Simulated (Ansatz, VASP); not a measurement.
# Two plane-wave programs on ZrO2

```xyz
3
Lattice="0.0000 2.5321 2.5321 2.5321 0.0000 2.5321 2.5321 2.5321 0.0000" Properties=species:S:1:pos:R:3 pbc="T T T"
Zr    0.0000    0.0000    0.0000
O     1.2661    1.2661    1.2661
O     3.7982    3.7982    3.7982
```

Alike in both runs: functional PBEsol; k mesh 8 × 8 × 8; occupations gaussian, width 0.02 eV; no spin polarisation.

Ansatz relaxed the structure, and its values are those at the end. VASP's run is a single point on that final structure, the one shown.

```csv
,VASP,Ansatz
version,VASP 6.6.1,Ansatz 0.2.0
potentials or method,"VASP PAW PBE potentials, release 64 (Zr_sv, O)","scalar-relativistic, plane waves, PAW"
plane-wave cutoff (eV),520,420
valence electrons in the cell,24,24
```

Ansatz gave:

| Item | Value |
| --- | --- |
| gap on the k mesh at the Fermi level (eV) | 3.33 |
| least direct gap on the mesh (eV) | 3.76 |
| pressure (GPa) | 0.0 |

Q: Estimate VASP's values.

A: gap on the k mesh at the Fermi level (eV): 3.32; least direct gap on the mesh (eV): 3.76; pressure (GPa): 0.4.

Caveats: the PAW data sets were made with another functional, which shifts forces and pressure a little (VASP). A k mesh can miss the band edges.
